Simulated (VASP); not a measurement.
A run of VASP 6.6.1:

The input INCAR:

```
SYSTEM = Cs
PREC = Accurate
ENCUT = 600
EDIFF = 1E-6
ISMEAR = -1
SIGMA = 0.05
LREAL = .False.
LASPH = .True.
NELM = 80
ALGO = Normal
ISIF = 2
LWAVE = .False.
LCHARG = .False.
LDIPOL = .True.
IDIPOL = 3
DIPOL = 0.5 0.5 0.500
GGA = PE
NBANDS = 26
```

File KPOINTS:

```
regular mesh
0
Gamma
  4 3 1
  0 0 0
```

File POSCAR:

```
Cs
1.0
    5.5837899523      0.0000000000      0.0000000000
    0.0000000000      7.8966714800      0.0000000000
    0.0000000000      0.0000000000     23.3756849285
Cs
4
Direct
    0.5000000000      0.5000000000      0.3208462136
    0.0000000000      0.0000000000      0.4402820712
    0.5000000000      0.5000000000      0.5597179288
    0.0000000000      0.0000000000      0.6791537864
```

Potentials or basis: VASP PAW PBE potentials, release 54 (Cs_sv).

Launch:

```console
$ cat potpaw_PBE.54/Cs_sv/POTCAR > POTCAR
$ mpirun -np 1 vasp_std > vasp.out
```

Hardware: 1 thread of Intel(R) Xeon(R) Platinum 8259CL CPU @ 2.50GHz (Skylake/Cascade Lake), with other jobs on the host.

Estimate the wall time of this run.

Wall time 5.5 min on 1 thread of Intel(R) Xeon(R) Platinum 8259CL CPU @ 2.50GHz (Skylake/Cascade Lake), with other jobs on the host, peak memory 1 GiB. Counts: scf iterations 19, k points 6.
